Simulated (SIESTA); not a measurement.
Runs of SIESTA 5.4.2 on GaN. The structure is cubic, space group F-43m (No. 216). Conventional cell: a = 4.507 Å, b = 4.507 Å, c = 4.507 Å, α = 90.00°, β = 90.00°, γ = 90.00°. Ga (site symmetry -43m) is surrounded by 4 N at 1.95 Å. Around N (site symmetry -43m) lie 4 Ga at 1.95 Å. The cell is a database's computed one.

| level | potentials or basis | gap on the mesh (eV) | pressure (GPa) |
| --- | --- | --- | --- |
| BLYP | PseudoDojo 0.4 standard (PBE files), DZP (energy shift 0.003 Ry; two zetas on semicore shells) | 1.91 | 13.2 |
| vdW-DF-cx | PseudoDojo 0.4 standard (PBE files), DZP (energy shift 0.003 Ry; two zetas on semicore shells) | (b) | 4.1 |
| LDA | PseudoDojo 0.4 standard (LDA files), DZP (energy shift 0.003 Ry; two zetas on semicore shells) | 1.88 | -4.4 |
| PBEsol | PseudoDojo 0.4 standard (PBEsol files), DZP (energy shift 0.003 Ry; two zetas on semicore shells) | 1.80 | (a) |

Alike in all rows: task band structure; no spin polarisation; cell as given; k mesh 10 × 10 × 10; smearing fermi-dirac 0.05 eV; grid cutoff 800 Ry; energy shift 0.003 Ry.

**Question.** Fill in the values left out.

**Answer.** (a) 1.4; (b) 1.79.

Caveats: the basis of atomic orbitals isn't converged, which shifts pressures, moduli and gaps; the potentials were made for another functional, which shifts forces and pressure (some runs).

A k mesh can miss the band edges, and the runs leave out spin-orbit coupling on Ga.

Runs at the PBE level aren't shown here.
